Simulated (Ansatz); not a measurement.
Cu Kα1 powder pattern (kinematic, no thermal factors).
| 2θ (°) | relative intensity |
| --- | --- |
| 15.27 | 25 |
| 28.41 | 49 |
| 30.78 | 100 |
| 30.83 | 55 |
| 36.01 | 59 |
| 39.28 | 89 |
| 41.13 | 11 |
| 45.30 | 15 |
| 46.99 | 9 |
| 54.69 | 12 |
| 54.79 | 11 |
| 55.79 | 43 |
| 56.38 | 11 |
| 57.13 | 1 |
| 58.78 | 1 |
| 62.77 | 9 |
| 62.89 | 12 |
| 64.11 | 10 |
| 64.22 | 2 |
| 65.61 | 20 |
| 65.64 | 10 |
| 67.23 | 16 |
| 70.77 | 6 |
| 72.13 | 3 |
| 74.92 | 4 |
| 76.36 | 3 |
| 82.43 | 6 |
| 82.51 | 5 |
| 83.28 | 2 |
| 86.12 | 9 |
| 88.07 | 8 |
| 89.13 | 4 |
| 89.26 | 1 |

The pattern is computed from a structure relaxed with DFT PBE, scalar-relativistic, plane waves, PAW (Ansatz). No spin polarisation. Its elements are H, Na.

Task: Give the structure.

Result: NaH.
Space group Cmcm (No. 63). a = 3.261 Å, b = 11.593 Å, c = 3.354 Å, α = 90.00°, β = 90.00°, γ = 90.00°
```
atom  site  symmetry       x       y       z
  Na    4c       m2m  0.5000  0.6448  0.7500
   H    4c       m2m  0.5000  0.8561  0.7500
```

A pattern alone doesn't exclude other cells with like lines; this is the one computed.

Another cell of NaH relaxed alike, in R-3m, lies 33 meV/atom lower, so this cell isn't the stable form at this level.

The structure comes from a generated guess; another structure or a mixture of phases may lie lower.
